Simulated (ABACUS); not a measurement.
# I (Fmmm) in ABACUS: further runs

Aim: see how the results for I move with the level of theory and the settings. Levels: TASK, PBEsol. Tasks: single point.

Everything below comes from runs of ABACUS 3.10.1. Logs are shortened: lines on timing, memory, paths and dates and some standing lists are left out, and cuts for length are marked.

## (1) Starting point

The structure is orthorhombic, space group Fmmm (No. 69). Conventional cell: a = 4.384 Å, b = 4.731 Å, c = 7.820 Å, α = 90.00°, β = 90.00°, γ = 90.00°. I (site symmetry mmm) has 4 I at 3.23 Å as nearest neighbours.

## (2) Single point, TASK

File INPUT:

```
INPUT_PARAMETERS
suffix              I
calculation         scf
basis_type          pw
pseudo_dir          ./
symmetry            1
dft_functional      MGGA_X_TASK+LDA_C_PW
ecutwfc             82
pseudo_rcut         7
nspin               1
nbands              19
ks_solver           dav
smearing_method     fd
smearing_sigma      0.00367493
scf_thr             1e-08
scf_nmax            100
mixing_type         broyden
mixing_beta         0.7
cal_force           1
cal_stress          1
mixing_tau          1
out_chg             1
kpar                4
```

File STRU:

```
ATOMIC_SPECIES
I 126.9045 I_ONCV_PBE-1.2.upf

LATTICE_CONSTANT
1.8897261246

LATTICE_VECTORS
0.0000000000 2.3656004428 3.9098401324
2.1922454667 0.0000000000 3.9098401324
2.1922454667 2.3656004428 0.0000000000

ATOMIC_POSITIONS
Direct

I
0.0
1
0.0000000000 0.0000000000 0.0000000000 1 1 1
```

File KPT:

```
K_POINTS
0
Gamma
6 6 6 0 0 0
```

Potentials or basis: SG15 ONCV 1.2 PBE, plane waves.

Run with:

```
OMP_NUM_THREADS=1 mpirun -np 4 abacus > log
```

running log:

```text
ABACUS v3.10.1

               Atomic-orbital Based Ab-initio Computation at UStc

 ------------------------------------------------------------------------------------

 READING GENERAL INFORMATION
                           global_out_dir = OUT.I/
                           global_in_card = INPUT
                               pseudo_dir = ./
                              orbital_dir =
                                    DSIZE = 4
                                    GSIZE = 1

 READING UNITCELL INFORMATION
                                    ntype = 1
                  lattice constant (Bohr) = 1.88973
              lattice constant (Angstrom) = 1

 READING ATOM TYPE 1
                               atom label = I
                      L=0, number of zeta = 1
                      L=1, number of zeta = 1
                      L=2, number of zeta = 1
             number of atom for this type = 1

                        TOTAL ATOM NUMBER = 1
DIRECT COORDINATES
    atom                   x                   y                   z     mag                  vx                  vy                  vz
taud_I1            0.0000000000        0.0000000000        0.0000000000  0.0000        0.0000000000        0.0000000000        0.0000000000

                          Volume (Bohr^3) = 273.663
                             Volume (A^3) = 40.5526

 Lattice vectors: (Cartesian coordinate: in unit of a_0)
                   +0             +2.3656            +3.90984
             +2.19225                  +0            +3.90984
             +2.19225             +2.3656                  +0
 Reciprocal vectors: (Cartesian coordinate: in unit of 2 pi/a_0)
            -0.228077           +0.211363           +0.127882
            +0.228077           -0.211363           +0.127882
            +0.228077           +0.211363           -0.127882
 The esolver type has been set to : ksdft_pw

                PAO radial cut off (Bohr) = 7

 Read in pseudopotential file is I_ONCV_PBE-1.2.upf
                     pseudopotential type = NC
          exchange-correlation functional = PBE
                 nonlocal core correction = 0
                        valence electrons = 17
                                     lmax = 2
                           number of zeta = 0
                     number of projectors = 6
                           L of projector = 0
                           L of projector = 0
                           L of projector = 1
                           L of projector = 1
                           L of projector = 2
                           L of projector = 2
 XC functional updated to : MGGA_X_TASK+LDA_C_PW
          exchange-correlation functional = MGGA_X_TASK+LDA_C_PW
     initial pseudo atomic orbital number = 0

 SETUP THE ELECTRONS NUMBER
             electron number of element I = 17
       total electron number of element I = 17
            AUTOSET number of electrons:  = 17
                           occupied bands = 9
                                   NBANDS = 19
                                   NLOCAL = 9

%%%%%%%%%%%%%%%%%%%%%%%%%%%%%%%%%%%%%%%%%%%%%%%%%%%%%%%%%%%%%%%%%%%%%%%%%%%%%%%%%%%%%%%%%%%%%%%%%%%%%%%%%%
 Warning: the number of valence electrons in pseudopotential > 7 for I: [Kr] 4d10 5s2 5p5
 Pseudopotentials with additional electrons can yield (more) accurate outcomes, but may be less efficient.
 If you're confident that your chosen pseudopotential is appropriate, you can safely ignore this warning.
%%%%%%%%%%%%%%%%%%%%%%%%%%%%%%%%%%%%%%%%%%%%%%%%%%%%%%%%%%%%%%%%%%%%%%%%%%%%%%%%%%%%%%%%%%%%%%%%%%%%%%%%%%

 SETUP THE PLANE WAVE BASIS
 energy cutoff for charge/potential (unit:Ry) = 328
            fft grid for charge/potential = [ 50, 50, 36 ]
                        fft grid division = [ 1, 1, 1 ]
        big fft grid for charge/potential = [ 50, 50, 36 ]
                                     nbxx = 90000
                                     nrxx = 90000

 SETUP PLANE WAVES FOR CHARGE/POTENTIAL
                    number of plane waves = 27469
                         number of sticks = 1271

 PARALLEL PW FOR CHARGE/POTENTIAL
     PROC   COLUMNS(POT)             PW
        1           1271          27469
 --------------- sum -------------------
        1           1271          27469
                            number of |g| = 3712
                                  max |g| = 29.6594
                                  min |g| = 0

----------- Double Check Mixing Parameters Begin ------------
mixing_type: broyden
mixing_beta: 0.7
mixing_gg0: 1
mixing_gg0_min: 0.1
mixing_ndim: 8
----------- Double Check Mixing Parameters End ------------

[... 23 lines left out ...]
Original cell was already a primitive cell.
                        ROTATION MATRICES = 8
              PURE POINT GROUP OPERATIONS = 8
                   SPACE GROUP OPERATIONS = 8
                                       C2 = 3
                                       C3 = 0
                                       C4 = 0
                                       C6 = 0
                                       S1 = 3
                                       S3 = 0
                                       S4 = 0
                                       S6 = 0
                              POINT GROUP = D_2h
                                       C2 = 3
                                       C3 = 0
                                       C4 = 0
                                       C6 = 0
                                       S1 = 3
                                       S3 = 0
                                       S4 = 0
                                       S6 = 0
               POINT GROUP IN SPACE GROUP = D_2h

 SETUP K-POINTS
                                    nspin = 1
                   Input type of k points = Monkhorst-Pack(Gamma)
                                   nkstot = 216
                       right hand lattice = 1
(for reciprocal lattice: )
                             BRAVAIS TYPE = 9
                     BRAVAIS LATTICE NAME = 09. Orthorhombic I (body-centered)
                                    ibrav = 9
                       right hand lattice = 1
(for k-lattice: )
                             BRAVAIS TYPE = 9
                     BRAVAIS LATTICE NAME = 09. Orthorhombic I (body-centered)
                                    ibrav = 9
                       right hand lattice = 1
                        ROTATION MATRICES = 8
                               nkstot_ibz = 46
K-POINTS REDUCTION ACCORDING TO SYMMETRY
     IBZ    DIRECT_X    DIRECT_Y    DIRECT_Z  WEIGHT  ibz2bz
       1  0.00000000  0.00000000  0.00000000  0.0046       0
       2  0.16666667  0.16666667  0.16666667  0.0370       1
       3  0.33333333  0.33333333  0.33333333  0.0370       2
       4  0.50000000  0.50000000  0.50000000  0.0185       3
       5  0.16666667  0.16666667  0.00000000  0.0093       7
       6  0.33333333  0.33333333  0.16666667  0.0370       8
[... 22 lines left out ...]
      29  0.50000000  0.33333333 -0.33333333  0.0370      62
      30  0.50000000  0.33333333 -0.16666667  0.0093      63
[... 16 further k points ...]

                               nkstot now = 46
[... K-POINTS DIRECT COORDINATES: 46 rows ...]

           k-point number in this process = 12
       minimum distributed K point number = 11
[... stars of the k points ...]

[... K-POINTS CARTESIAN COORDINATES: 12 rows ...]

[... K-POINTS DIRECT COORDINATES: 12 rows ...]

 SETUP PLANE WAVES FOR WAVE FUNCTIONS
     energy cutoff for wavefunc (unit:Ry) = 82
              fft grid for wave functions = [ 50, 50, 36 ]
                    number of plane waves = 4103
                         number of sticks = 357

 PARALLEL PW FOR WAVE FUNCTIONS
     PROC   COLUMNS(POT)             PW
        1            357           4103
 --------------- sum -------------------
        1            357           4103

 SETUP NONLOCAL PSEUDOPOTENTIALS IN PLANE WAVE BASIS
 I non-local projectors:
 projector 1 L=0
 projector 2 L=0
 projector 3 L=1
 projector 4 L=1
 projector 5 L=2
 projector 6 L=2
      TOTAL NUMBER OF NONLOCAL PROJECTORS = 18

 Init Non-Local PseudoPotential table :
 Init Non-Local-Pseudopotential done.

                                     npwx = 3447

 -------------------------------------------
 SELF-CONSISTENT
 -------------------------------------------
                                 init_chg = atomic

 PW ALGORITHM --------------- ION=   1  ELEC=   1--------------------------------
 Notice: Threshold on eigenvalues was too large.
 hsover_error=0.17 > DRHO=0.0261981
 Origin diag ethr = 0.01
 New diag ethr = 0.000154106

 Density error is 0.0253273684487
                          Error Threshold = 0.000154106240867
----------------------------------------------------------
     Energy           Rydberg                 eV
----------------------------------------------------------
 E_KohnSham     -194.8167553330      -2650.6179384005
 E_Harris       -193.2955248338      -2629.9205356407
 E_Fermi        0.5558260128         7.5624008712
----------------------------------------------------------
[... 87 lines left out ...]
 Density error is 2.12145525641e-09
                          Error Threshold = 7.66617973113e-11
----------------------------------------------------------
     Energy           Rydberg                 eV
----------------------------------------------------------
 E_KohnSham     -195.4844025022      -2659.7017441547
 E_KS(sigma->0) -195.4840583213      -2659.6970613343
 E_Harris       -195.4840900226      -2659.6974926522
 E_band         -23.3529694404       -317.7334496090
 E_one_elec     -106.5268378877      -1449.3719851945
 E_Hartree      52.8331635566        718.8320677351
 E_xc           -16.7352404295       -227.6946272418
 E_Ewald        -125.0547993798      -1701.4578338127
 E_entropy(-TS) -0.0006883617        -0.0093656408
 E_descf        0.0000000000         0.0000000000
 E_exx          0.0000000000         0.0000000000
 E_Fermi        0.5491971271         7.4722102533
----------------------------------------------------------

 charge density convergence is achieved
 final etot is -2659.7017442 eV
 EFERMI = 7.4722102533 eV

 STATE ENERGY(eV) AND OCCUPATIONS    NSPIN == 1
 1/12 kpoint (Cartesian) = 0.0000 0.0000 0.0000 (3431 pws)
       1       -33.0907     0.00925926
       2       -32.9905     0.00925926
       3       -32.6885     0.00925926
       4       -32.6476     0.00925926
       5       -32.6037     0.00925926
       6       -8.85001     0.00925926
[... 104 lines left out ...]
       6       -8.41350      0.0740741
[... 11 lines left out ...]
      18        33.7884        0.00000
      19        34.6408        0.00000

[... levels at 6 further k points ...]

------------------------------------------------------------------------------------------
 TOTAL-FORCE (eV/Angstrom)
------------------------------------------------------------------------------------------
                        I1         0.0000000000         0.0000000000         0.0000000000
------------------------------------------------------------------------------------------

----------------------------------------------------------------
 TOTAL-STRESS (KBAR)
----------------------------------------------------------------
      2101.8087261923         0.0000000000        -0.0000000000
        -0.0000000000      2129.8472589937        -0.0000000000
         0.0000000000         0.0000000000      1884.5312755872
----------------------------------------------------------------
 TOTAL-PRESSURE: 2038.729087 KBAR

 --------------------------------------------
 !FINAL_ETOT_IS -2659.7017441547081944 eV
 --------------------------------------------
```

Run time: 1.9 min. Hardware: 4 MPI ranks of Intel Xeon Platinum 8223CL at 3.00GHz (Skylake/Cascade Lake), shared host; peak memory 0.44 GiB.

What came out:

| Property | Result |
| --- | --- |
| Free energy | -2659.7017 eV |
| Pressure | 203.9 GPa |
| Band gap on the k mesh | none (metal or under the smearing width) |

Stress tensor (GPa, compression positive):
```
210.18   0.00   0.00
  0.00 212.98   0.00
  0.00   0.00 188.45
```

Levels at points of the mesh, in eV from the Fermi level:
```csv
k point,band 5,band 6,band 7,band 8,band 9,band 10,band 11,band 12,band 13,band 14
"(0.00, 0.00, 0.00)",-40.08,-16.32,-2.39,0.89,1.32,9.15,14.06,14.53,18.41,18.85
"(0.50, 0.50, 0.50)",-40.04,-14.70,-5.26,-2.07,1.94,9.61,15.91,17.11,17.70,18.96
"(0.50, 0.50, 0.00)",-40.07,-16.05,-4.32,0.67,1.13,12.93,13.81,16.84,19.98,22.28
"(0.50, 0.00, 0.50)",-40.02,-13.27,-4.37,-3.54,-0.81,8.95,11.85,15.31,16.50,17.04
"(0.00, 0.50, 0.50)",-40.02,-13.23,-4.08,-3.82,-1.09,8.87,10.87,16.15,17.31,17.74
```

Caveat: a pressure of tens of GPa on the cell as given is suspect, and the run, the potentials or the cell itself is likely at fault; the potentials were made for another functional, which shifts forces and pressure; an odd number of electrons without spin polarisation forces a metal; a magnetic or distorted state may lie lower. Spin-orbit coupling is left out, which matters for the levels of I.

## (3) Single point, PBEsol

File run_abacus.py:

```python
"""ABACUS run from a structure file: ASE reads it, the script writes STRU, KPT and INPUT."""
import re
import subprocess
from ase.io import read
from ase.units import Bohr

atoms = read("I.xyz")
atoms = atoms[(-atoms.numbers).argsort(kind="stable")]  # ABACUS lists atoms element by element
pseudo = {'I': 'I.upf'}
orbital = {'I': 'I_confined-atom_8au_2s2p1d.orb'}
magmoms = None
kmesh = [8, 8, 8]
params = {
    'suffix': 'I',
    'calculation': 'scf',
    'basis_type': 'lcao',
    'pseudo_dir': './',
    'orbital_dir': './',
    'symmetry': 1,
    'dft_functional': 'pbesol',
    'ecutwfc': 100,
    'pseudo_rcut': 10,
    'nspin': 1,
    'nbands': 13,
    'ks_solver': 'scalapack_gvx',
    'smearing_method': 'fd',
    'smearing_sigma': 0.00367493,
    'scf_thr': 1e-07,
    'scf_nmax': 100,
    'mixing_type': 'broyden',
    'mixing_beta': 0.7,
    'cal_force': 1,
    'cal_stress': 1,
    'out_mul': 1,
    'out_chg': 1,
}

symbols = atoms.get_chemical_symbols()
elements = list(dict.fromkeys(symbols))
lines = ["ATOMIC_SPECIES"] + [f"{e} {atoms.get_masses()[symbols.index(e)]:.4f} {pseudo[e]}" for e in elements]
if orbital:
    lines += ["", "NUMERICAL_ORBITAL"] + [orbital[e] for e in elements]
lines += ["", "LATTICE_CONSTANT", f"{1 / Bohr:.10f}", "", "LATTICE_VECTORS"]
lines += [" ".join(f"{x:.10f}" for x in v) for v in atoms.cell]
lines += ["", "ATOMIC_POSITIONS", "Direct"]
for e in elements:
    lines += ["", e, "0.0", str(symbols.count(e))]
    for i, p in enumerate(atoms.get_scaled_positions(wrap=False)):
        if symbols[i] == e:
            mag = "" if magmoms is None else " mag " + " ".join(str(x) for x in (magmoms[i] if isinstance(magmoms[i], list) else [magmoms[i]]))
            lines.append(" ".join(f"{x:.10f}" for x in p) + " 1 1 1" + mag)
open("STRU", "w").write("\n".join(lines) + "\n")
open("KPT", "w").write("K_POINTS\n0\nGamma\n%d %d %d 0 0 0\n" % tuple(kmesh))
open("INPUT", "w").write("INPUT_PARAMETERS\n" + "".join(f"{k:<20s}{v}\n" for k, v in params.items()))

done = subprocess.run(['mpirun', '-np', '4', 'abacus'])
if done.returncode:
    raise SystemExit(done.returncode)
log = open("OUT.I/running_scf.log").read()
print("final energy (eV):", re.findall(r"FINAL_ETOT_IS (\S+)", log))
```

File I.xyz:

```xyz
1
Lattice="0.0000000000 2.3656004428 3.9098401324 2.1922454667 0.0000000000 3.9098401324 2.1922454667 2.3656004428 0.0000000000" Properties=species:S:1:pos:R:3 pbc="T T T"
I      0.0000000000      0.0000000000      0.0000000000
```

Potentials or basis: PseudoDojo NC SR 0.5 PBE standard, DZP LCAO (the cutoffs set its grid).

Run with:

```
OMP_NUM_THREADS=1 python run_abacus.py > log
```

It took 3.4 s on 4 MPI ranks of Intel Xeon Platinum 8488C (Sapphire Rapids), shared host; peak memory 0.36 GiB.

It converged, with:

| Property | Result |
| --- | --- |
| Free energy | -350.8835 eV |
| Pressure | -0.2 GPa |
| Band gap on the k mesh | none (metal or under the smearing width) |

Stress tensor (GPa, compression positive):
```
-0.07  0.00  0.00
 0.00 -0.14  0.00
 0.00  0.00 -0.50
```

Levels at points of the mesh, in eV from the Fermi level:
| k point | band 1 | band 2 | band 3 | band 4 | band 5 | band 6 | band 7 | band 8 | band 9 |
| --- | --- | --- | --- | --- | --- | --- | --- | --- | --- |
| (0.00, 0.00, 0.00) | -13.84 | -1.78 | 0.85 | 1.14 | 5.05 | 7.48 | 8.60 | 13.10 | 13.67 |
| (0.50, 0.50, 0.50) | -12.36 | -5.26 | -1.57 | 1.76 | 5.47 | 9.26 | 11.53 | 12.39 | 13.11 |
| (0.50, 0.50, 0.00) | -13.59 | -3.98 | 0.62 | 0.93 | 7.03 | 7.74 | 10.74 | 15.60 | 15.86 |
| (0.50, 0.00, 0.50) | -11.02 | -4.41 | -3.46 | -0.30 | 4.15 | 7.29 | 9.89 | 12.40 | 14.09 |
| (0.00, 0.50, 0.50) | -10.98 | -4.09 | -3.77 | -0.60 | 4.12 | 6.43 | 10.67 | 13.69 | 13.69 |

Caveat: the atomic orbitals were generated for these runs and aren't a published set; the potentials were made for another functional, which shifts forces and pressure; the basis of atomic orbitals isn't converged, which shifts pressures, moduli and gaps; an odd number of electrons without spin polarisation forces a metal; a magnetic or distorted state may lie lower.
